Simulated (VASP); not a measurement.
# Si (P6_3/mmc) in VASP: notebook

The runs below take Si through single point, with HSE06.

Program: VASP 6.6.1. These are calculated values, not measurements. Logs are shortened: lines on timing, memory, paths and dates and some standing lists are left out, and cuts for length are marked.

## 1. The structure

Symmetry: P6_3/mmc, No. 194, hexagonal system. Conventional cell: a = 3.831 Å, b = 3.831 Å, c = 6.333 Å, α = 90.00°, β = 90.00°, γ = 120.00°. Si (site symmetry 3m) is surrounded by 4 Si at 2.35 to 2.37 Å.

This isn't the form of Si at room conditions, which is diamond.

## 2. Single point, HSE06

File POSCAR:

```
Si
1.0
    3.8313174605      0.0000000000      0.0000000000
   -1.9156587303      3.3180182508      0.0000000000
    0.0000000000      0.0000000000      6.3326220002
Si
4
Direct
    0.6666666667      0.3333333333      0.9369905000
    0.3333333333      0.6666666667      0.4369905000
    0.6666666667      0.3333333333      0.5630095000
    0.3333333333      0.6666666667      0.0630095000
```

File INCAR.step1:

```
PREC     = Accurate       # precision mode
ENCUT    = 400            # plane-wave cutoff, eV
EDIFF    = 1E-5           # SCF threshold, eV
ISMEAR   = 0              # smearing method
SIGMA    = 0.01           # smearing width, eV
LREAL    = False          # projectors in reciprocal space
LASPH    = True           # aspherical terms in the spheres
NELM     = 100            # most SCF steps
ALGO     = Normal         # electronic algorithm
ISIF     = 2              # what is computed and relaxed
LWAVE    = True           # write WAVECAR
NBANDS   = 16             # bands
NKRED    = 1            
GGA      = PE             # functional
```

File INCAR.step2:

```
PREC     = Accurate       # precision mode
ENCUT    = 400            # plane-wave cutoff, eV
EDIFF    = 1E-6           # SCF threshold, eV
ISMEAR   = 0              # smearing method
SIGMA    = 0.01           # smearing width, eV
LREAL    = False          # projectors in reciprocal space
LASPH    = True           # aspherical terms in the spheres
NELM     = 100            # most SCF steps
ALGO     = Normal         # electronic algorithm
ISIF     = 2              # what is computed and relaxed
LWAVE    = False          # write WAVECAR
LCHARG   = False          # write CHGCAR
GGA      = PE             # functional
LHFCALC  = True           # exact exchange
HFSCREEN = 0.2            # screening, 1/A
PRECFOCK = Fast         
NBANDS   = 16             # bands
NKRED    = 1            
ISTART   = 1
```

File KPOINTS:

```
Automatic mesh
0
Gamma
  3 3 2
```

Potentials or basis: VASP PAW PBE potentials, release 64 (Si).

On the command line:

```sh
$ cat potpaw_PBE.64/Si/POTCAR > POTCAR
$ cp INCAR.step1 INCAR
$ mpirun -np 1 vasp_std > vasp.out
$ cp INCAR.step2 INCAR
$ mpirun -np 1 vasp_std > vasp.out
```

OUTCAR:

```text
PREC = Accurate
   ENCUT = 400
   EDIFF = 1E-6
   ISMEAR = 0
   LREAL = False
   LASPH = True
   NELM = 100
   ISIF = 2
   GGA = PE
   LHFCALC = True
   HFSCREEN = 0.2
   PRECFOCK = Fast
   NKRED = 1
   ISTART = 1

 Found      6 irreducible k-points:

 Following reciprocal coordinates:
            Coordinates               Weight
  0.000000  0.000000  0.000000      1.000000
  0.333333 -0.000000  0.000000      6.000000
  0.333333  0.333333  0.000000      2.000000
  0.000000  0.000000  0.500000      1.000000
  0.333333 -0.000000  0.500000      6.000000
  0.333333  0.333333  0.500000      2.000000
   k-points           NKPTS =      6   k-points in BZ     NKDIM =     18   number of bands    NBANDS=     16
   number of dos      NEDOS =    301   number of ions     NIONS =      4
   total plane-waves  NPLWV =  32928
   dimension x,y,z NGX =    28 NGY =   28 NGZ =   42
   dimension x,y,z NGXF=    56 NGYF=   56 NGZF=   84
   ions per type =               4
   NGX,Y,Z   is equivalent  to a cutoff of  12.15, 12.15, 11.03 a.u.
   NGXF,Y,Z  is equivalent  to a cutoff of  24.30, 24.30, 22.05 a.u.
 SYSTEM =  unknown system
   PREC   = accura    normal or accurate (medium, high low for compatibility)
   ISTART =      1    job   : 0-new  1-cont  2-samecut
   ICHARG =      0    charge: 1-file 2-atom 10-const
   ISPIN  =      1    spin polarized calculation?
   LNONCOLLINEAR =      F non collinear calculations
   LSORBIT =      F    spin-orbit coupling
   LASPH  =      T    aspherical Exc in radial PAW
   ENCUT  =  400.0 eV  29.40 Ry    5.42 a.u.   6.25  6.25 10.33*2*pi/ulx,y,z
   NELM   =    100;   NELMIN=  2; NELMDL=  0     # of ELM steps
   EDIFF  = 0.1E-05   stopping-criterion for ELM
   LREAL  =      F    real-space projection
   EDIFFG = 0.1E-04   stopping-criterion for IOM
   NSW    =      0    number of steps for IOM
   IBRION =     -1    ionic relax: 0-MD 1-quasi-New 2-CG
   NFREE  =      0    steps in history (QN), initial steepest desc. (CG)
   ISIF   =      2    stress and relaxation
   ISYM   =      3    0-nonsym 1-usesym 2-fastsym
   POTIM  = 0.5000    time-step for ionic-motion
   TEBEG  =    0.0;   TEEND  =   0.0 temperature during run
   PSTRESS=    0.0 pullay stress
   NELECT =      16.0000    total number of electrons
   NUPDOWN=      -1.0000    fix difference up-down
   EMIN   =  10.00;   EMAX   =-10.00  energy-range for DOS
   EFERMI =   0.00;   METHOD = LEGACY
   ISMEAR =     0;   SIGMA  =   0.01  broadening in eV -4-tet -1-fermi 0-gaus
   EFERMI_NEDOS =   21; number of points for ismear=-14 and -15
   IALGO  =     38    algorithm
   IMIX   =      1    mixing-type and parameters
     AMIX     =   0.40;   BMIX     =  1.00
     AMIX_MAG =   1.60;   BMIX_MAG =  1.00
  volume/ion in A,a.u.               =      20.13       135.81
  Fermi-wavevector in a.u.,A,eV,Ry     =   0.955384  1.805414 12.418837  0.912759
  Thomas-Fermi vector in A             =   2.084217
   LORBIT       =      0    0 simple, 1 ext, 2 COOP (PROOUT), +10 PAW based schemes
   GGA     = PE    functional components
   LHFCALC =     T    Hartree Fock is set to
   PRECFOCK=fast      Normal, Fast or Accurate (Low or Medium for compatibility)
   ENCUT4O =  -1.0   cutoff for four orbital integrals eV
   NKREDX  =     1    reduce k-point grid by
   NKREDY  =     1    reduce k-point grid by
   NKREDZ  =     1    reduce k-point grid by
   AEXX    =    0.2500 exact exchange contribution
   HFSCREEN=    0.2000 screening length (either q_TF or 0.3 A-1)
   HFSCREENC=   0.2000 screening length for correlation (either q_TF or 0.3 A-1)
   ENCUTFOCK=  -1.0 apply spherical cutoff to Coloumb kernel
   IVDW    =     0    specifies the selected vdW correction
   LEPSILON=     F    determine dielectric tensor
   LRPA    =     F    only Hartree local field effects (RPA)
 non-spin polarized calculation
 Gauss-broadening in eV      SIGMA  =   0.01
  energy-cutoff  :      400.00
  volume of cell :       80.50
 maximum number of plane-waves:      1473
 NGX is ok and might be reduce to    28
  NGX = 14; NGY = 14; NGZ = 24

 number of electron      15.9999999 magnetization

 Free energy of the ion-electron system (eV)
  ---------------------------------------------------
  ext. energy  EPLUGINS =         0.00000000
  ---------------------------------------------------
  free energy    TOTEN  =       -24.54874424 eV

  energy without entropy =      -24.54874424  energy(sigma->0) =      -24.54874424

 E-fermi :   5.7382     XC(G=0):  -7.7890

 val. band max:        5.6730993222   @ k =   0.0000   0.0000   0.0000
 cond. band min:       7.1007613143   @ k =   0.3333  -0.0000   0.0000
 fundamental gap:      1.4276619921
 Fermi energy:         5.7382288334

 k-point     1 :       0.0000    0.0000    0.0000
  band No.  band energies     occupation
      1      -7.8125      2.00000
      2      -5.2682      2.00000
      3      -2.2572      2.00000
      4       3.9912      2.00000
      5       3.9912      2.00000
      6       5.3779      2.00000
[... 8 lines left out ...]
     15      10.8086      0.00000
     16      12.5630      0.00000

 k-point     2 :       0.3333   -0.0000    0.0000
  band No.  band energies     occupation
      1      -6.4376      2.00000
      2      -3.8426      2.00000
      3      -2.4081      2.00000
      4       0.3663      2.00000
      5       0.9186      2.00000
      6       2.6280      2.00000
[... 8 lines left out ...]
     15      13.7329      0.00000
     16      13.8406      0.00000

 k-point     3 :       0.3333    0.3333    0.0000
  band No.  band energies     occupation
      1      -4.3043      2.00000
      2      -4.3043      2.00000
      3      -1.5376      2.00000
      4      -1.5376      2.00000
      5       0.0764      2.00000
      6       1.8401      2.00000
[... 8 lines left out ...]
     15      12.5557      0.00000
     16      12.5557      0.00000

 k-point     4 :       0.0000    0.0000    0.5000
  band No.  band energies     occupation
      1      -6.9375      2.00000
      2      -6.9375      2.00000
      3       1.1177      2.00000
      4       1.1177      2.00000
      5       4.6588      2.00000
      6       4.6588      2.00000
[... 8 lines left out ...]
     15      13.6699      0.00000
     16      13.6699      0.00000

 k-point     5 :       0.3333   -0.0000    0.5000
  band No.  band energies     occupation
      1      -5.5816      2.00000
      2      -5.5816      2.00000
      3      -0.7711      2.00000
      4      -0.7711      2.00000
      5       2.7207      2.00000
      6       2.7207      2.00000
[... 8 lines left out ...]
     15      14.2362      0.00000
     16      14.2362      0.00000

 k-point     6 :       0.3333    0.3333    0.5000
  band No.  band energies     occupation
      1      -3.9827      2.00000
      2      -3.9827      2.00000
      3      -2.4789      2.00000
      4      -2.4789      2.00000
      5       0.8590      2.00000
      6       0.8590      2.00000
[... 8 lines left out ...]
     15      12.9290      0.00000
     16      12.9290      0.00000

------------------------ aborting loop because EDIFF is reached ----------------------------------------

  FORCE on cell =-STRESS in cart. coord.  units (eV):
  Direction    XX          YY          ZZ          XY          YZ          ZX
  --------------------------------------------------------------------------------------
  -------------------------------------------------------------------------------------
  Total        0.7843239      0.7843239     -0.6081039     -0.0000000      0.0000000      0.0000000
  in kB       15.6097356     15.6097356    -12.1025784     -0.0000000      0.0000000      0.0000000
  external PRESSURE =       6.3722976 kB  Pullay stress =       0.0000000 kB

 VOLUME and BASIS-vectors are now :
 -----------------------------------------------------------------------------
  energy-cutoff  :      400.00
  volume of cell :       80.50
      direct lattice vectors                 reciprocal lattice vectors
     3.831317461  0.000000000  0.000000000     0.261006823  0.150692360  0.000000000
    -1.915658730  3.318018251  0.000000000     0.000000000  0.301384720  0.000000000
     0.000000000  0.000000000  6.332622000     0.000000000  0.000000000  0.157912473

 POSITION                                       TOTAL-FORCE (eV/Angst)
 -----------------------------------------------------------------------------------
      1.91566      1.10601      5.93361        -0.000000      0.000000      0.138511
     -0.00000      2.21201      2.76730         0.000000     -0.000000      0.138511
      1.91566      1.10601      3.56533        -0.000000      0.000000     -0.138511
     -0.00000      2.21201      0.39902         0.000000     -0.000000     -0.138511
 -----------------------------------------------------------------------------------
    total drift:                                0.000000     -0.000000      0.000000

  FREE ENERGIE OF THE ION-ELECTRON SYSTEM (eV)
  ---------------------------------------------------
  free  energy   TOTEN  =       -24.5487442441 eV

  energy  without entropy=      -24.5487442441  energy(sigma->0) =      -24.54874424
```

Wall time 28 s (1 thread of Intel Xeon 6975P-C (Granite Rapids), shared host); peak memory 0.25 GiB.

These settings aren't checked as converged: the numbers below hold their error.

What came out:

| Property | Result |
| --- | --- |
| Free energy | -24.5487 eV |
| Pressure | 0.6 GPa |
| Largest force | 0.139 eV/Å |
| Band gap on the k mesh | 1.43 eV, indirect (least direct gap 1.84 eV) |

Caveat: the k mesh is coarse (spacing up to 0.63 Å⁻¹), so the values aren't converged, least of all with exact exchange; the PAW data sets were made with another functional, which shifts forces and pressure a little; an odd mesh through Γ misses points on the zone boundary, where band edges often lie.

## 3. Single point, HSE06

POSCAR is that of step 2.

Edit INCAR.step1 of step 2 so:

```diff
@@ -1,3 +1,3 @@
 PREC     = Accurate       # precision mode
-ENCUT    = 400            # plane-wave cutoff, eV
+ENCUT    = 520            # plane-wave cutoff, eV
 EDIFF    = 1E-5           # SCF threshold, eV
```

Edit INCAR.step2 of step 2 so:

```diff
@@ -1,3 +1,3 @@
 PREC     = Accurate       # precision mode
-ENCUT    = 400            # plane-wave cutoff, eV
+ENCUT    = 520            # plane-wave cutoff, eV
 EDIFF    = 1E-6           # SCF threshold, eV
```

KPOINTS is that of step 2.

Potentials or basis: VASP PAW PBE potentials, release 64 (Si).

On the command line:

```sh
$ cat potpaw_PBE.64/Si/POTCAR > POTCAR
$ cp INCAR.step1 INCAR
$ mpirun -np 1 vasp_std > vasp.out
$ cp INCAR.step2 INCAR
$ mpirun -np 1 vasp_std > vasp.out
```

Wall time 33 s (1 thread of Intel Xeon 6975P-C (Granite Rapids), shared host); peak memory 0.26 GiB.

These settings aren't checked as converged: the numbers below hold their error.

Results:

* Free energy: -24.5489 eV
* Pressure: 0.6 GPa
* Largest force: 0.139 eV/Å
* Band gap on the k mesh: 1.43 eV, indirect (least direct gap 1.84 eV)

Caveat: the k mesh is coarse (spacing up to 0.63 Å⁻¹), so the values aren't converged, least of all with exact exchange; the PAW data sets were made with another functional, which shifts forces and pressure a little; an odd mesh through Γ misses points on the zone boundary, where band edges often lie.

## 4. Single point, HSE06

POSCAR is that of step 3.

Edit INCAR.step1 of step 3 so:

```diff
@@ -1,3 +1,3 @@
 PREC     = Accurate       # precision mode
-ENCUT    = 520            # plane-wave cutoff, eV
+ENCUT    = 400            # plane-wave cutoff, eV
 EDIFF    = 1E-5           # SCF threshold, eV
```

Edit INCAR.step2 of step 3 so:

```diff
@@ -1,3 +1,3 @@
 PREC     = Accurate       # precision mode
-ENCUT    = 520            # plane-wave cutoff, eV
+ENCUT    = 400            # plane-wave cutoff, eV
 EDIFF    = 1E-6           # SCF threshold, eV
@@ -15,3 +15,3 @@
 HFSCREEN = 0.2            # screening, 1/A
-PRECFOCK = Fast         
+PRECFOCK = Low          
 NBANDS   = 16             # bands
```

File KPOINTS:

```
Automatic mesh
0
Gamma
  4 4 2
```

Potentials or basis: VASP PAW PBE potentials, release 64 (Si).

On the command line:

```sh
$ cat potpaw_PBE.64/Si/POTCAR > POTCAR
$ cp INCAR.step1 INCAR
$ mpirun -np 1 vasp_std > vasp.out
$ cp INCAR.step2 INCAR
$ mpirun -np 1 vasp_std > vasp.out
```

OUTCAR:

```text
PREC = Accurate
   ENCUT = 400
   EDIFF = 1E-6
   ISMEAR = 0
   LREAL = False
   LASPH = True
   NELM = 100
   ISIF = 2
   GGA = PE
   LHFCALC = True
   HFSCREEN = 0.2
   PRECFOCK = Low
   NKRED = 1
   ISTART = 1

 Found      8 irreducible k-points:

 Following reciprocal coordinates:
            Coordinates               Weight
  0.000000  0.000000  0.000000      1.000000
  0.250000  0.000000  0.000000      6.000000
  0.500000  0.000000  0.000000      3.000000
  0.250000  0.250000  0.000000      6.000000
  0.000000  0.000000  0.500000      1.000000
  0.250000  0.000000  0.500000      6.000000
   k-points           NKPTS =      8   k-points in BZ     NKDIM =     32   number of bands    NBANDS=     16
   number of dos      NEDOS =    301   number of ions     NIONS =      4
   total plane-waves  NPLWV =  32928
   dimension x,y,z NGX =    28 NGY =   28 NGZ =   42
   dimension x,y,z NGXF=    56 NGYF=   56 NGZF=   84
   ions per type =               4
   NGX,Y,Z   is equivalent  to a cutoff of  12.15, 12.15, 11.03 a.u.
   NGXF,Y,Z  is equivalent  to a cutoff of  24.30, 24.30, 22.05 a.u.
[... 69 lines left out ...]

 val. band max:        5.6861566168   @ k =   0.0000   0.0000   0.0000
 cond. band min:       6.7168882571   @ k =   0.5000   0.0000   0.0000
 fundamental gap:      1.0307316403
 Fermi energy:         5.7393100501

 k-point     1 :       0.0000    0.0000    0.0000
  band No.  band energies     occupation
      1      -7.8448      2.00000
      2      -5.3029      2.00000
      3      -2.2850      2.00000
      4       4.0133      2.00000
      5       4.0133      2.00000
      6       5.3465      2.00000
[... 91 lines left out ...]
      3       0.3014      2.00000
      4       0.3014      2.00000
      5       2.5733      2.00000
      6       2.5733      2.00000
[... 8 lines left out ...]
     15      12.8429      0.00000
     16      12.8429      0.00000

 [... further k-points ...]

------------------------ aborting loop because EDIFF is reached ----------------------------------------

  FORCE on cell =-STRESS in cart. coord.  units (eV):
  Direction    XX          YY          ZZ          XY          YZ          ZX
  --------------------------------------------------------------------------------------
  -------------------------------------------------------------------------------------
  Total        0.1666342      0.1666342     -0.4227098     -0.0000000     -0.0000000     -0.0000000
  in kB        3.3163790      3.3163790     -8.4128360     -0.0000000     -0.0000000     -0.0000000
  external PRESSURE =      -0.5933593 kB  Pullay stress =       0.0000000 kB

 VOLUME and BASIS-vectors are now :
 -----------------------------------------------------------------------------
  energy-cutoff  :      400.00
  volume of cell :       80.50
      direct lattice vectors                 reciprocal lattice vectors
     3.831317461  0.000000000  0.000000000     0.261006823  0.150692360  0.000000000
    -1.915658730  3.318018251  0.000000000     0.000000000  0.301384720  0.000000000
     0.000000000  0.000000000  6.332622000     0.000000000  0.000000000  0.157912473

 POSITION                                       TOTAL-FORCE (eV/Angst)
 -----------------------------------------------------------------------------------
      1.91566      1.10601      5.93361         0.000000     -0.000000      0.084699
     -0.00000      2.21201      2.76730        -0.000000      0.000000      0.084699
      1.91566      1.10601      3.56533         0.000000     -0.000000     -0.084699
     -0.00000      2.21201      0.39902        -0.000000      0.000000     -0.084699
 -----------------------------------------------------------------------------------
    total drift:                                0.000000      0.000000      0.000000

  FREE ENERGIE OF THE ION-ELECTRON SYSTEM (eV)
  ---------------------------------------------------
  free  energy   TOTEN  =       -24.9647314745 eV

  energy  without entropy=      -24.9647314745  energy(sigma->0) =      -24.96473147
```

OSZICAR.step1:

```text
N       E                     dE             d eps       ncg     rms          rms(c)
DAV:   1     0.183372503717E+02    0.18337E+02   -0.50798E+03   256   0.662E+02
DAV:   2    -0.203261349288E+02   -0.38663E+02   -0.34782E+02   352   0.109E+02
DAV:   3    -0.218350023936E+02   -0.15089E+01   -0.14985E+01   344   0.202E+01
DAV:   4    -0.218515363128E+02   -0.16534E-01   -0.16532E-01   304   0.272E+00
DAV:   5    -0.218518195668E+02   -0.28325E-03   -0.28318E-03   360   0.329E-01    0.691E+00
DAV:   6    -0.215871823148E+02    0.26464E+00   -0.10606E-01   288   0.153E+00    0.422E+00
DAV:   7    -0.214652382952E+02    0.12194E+00   -0.22931E-01   304   0.235E+00    0.254E-01
DAV:   8    -0.214680417083E+02   -0.28034E-02   -0.16460E-02   320   0.633E-01    0.107E-01
DAV:   9    -0.214686328417E+02   -0.59113E-03   -0.71900E-04   312   0.150E-01    0.826E-02
DAV:  10    -0.214687756793E+02   -0.14284E-03   -0.15345E-04   312   0.613E-02    0.124E-02
DAV:  11    -0.214687781221E+02   -0.24429E-05   -0.48757E-06   248   0.123E-02
   1 F= -.21468778E+02 E0= -.21468778E+02  d E =-.735572E-28
```

Run time: 36 s. Hardware: 1 thread of Intel Xeon 6975P-C (Granite Rapids), shared host; peak memory 0.26 GiB.

These settings aren't checked as converged: the numbers below hold their error.

What came out:

* Free energy: -24.9647 eV
* Pressure: -0.1 GPa
* Largest force: 0.085 eV/Å
* Band gap on the k mesh: 1.03 eV, indirect (least direct gap 1.76 eV)

Caveat: the k mesh is coarse (spacing up to 0.50 Å⁻¹), so the values aren't converged, least of all with exact exchange; the PAW data sets were made with another functional, which shifts forces and pressure a little.

## 5. Single point, HSE06

POSCAR is that of step 4.

INCAR.step1 is that of step 4.

Edit INCAR.step2 of step 4 so:

```diff
@@ -15,3 +15,3 @@
 HFSCREEN = 0.2            # screening, 1/A
-PRECFOCK = Low          
+PRECFOCK = Accurate     
 NBANDS   = 16             # bands
```

KPOINTS is that of step 4.

On the command line:

```sh
$ cat potpaw_PBE.64/Si/POTCAR > POTCAR
$ cp INCAR.step1 INCAR
$ mpirun -np 1 vasp_std > vasp.out
$ cp INCAR.step2 INCAR
$ mpirun -np 1 vasp_std > vasp.out
```

It took 4.1 min on 1 thread of Intel Xeon 6975P-C (Granite Rapids), shared host; peak memory 0.27 GiB.

The run converged, but some of its settings lie outside the range that counts as converged, so its numbers aren't taken as properties of the crystal.

What came out:

* Free energy: -24.9644 eV
* Pressure: -0.1 GPa
* Largest force: 0.085 eV/Å
* Band gap on the k mesh: 1.03 eV, indirect (least direct gap 1.76 eV)

Caveat: the k mesh is coarse (spacing up to 0.50 Å⁻¹), so the values aren't converged, least of all with exact exchange; the PAW data sets were made with another functional, which shifts forces and pressure a little.
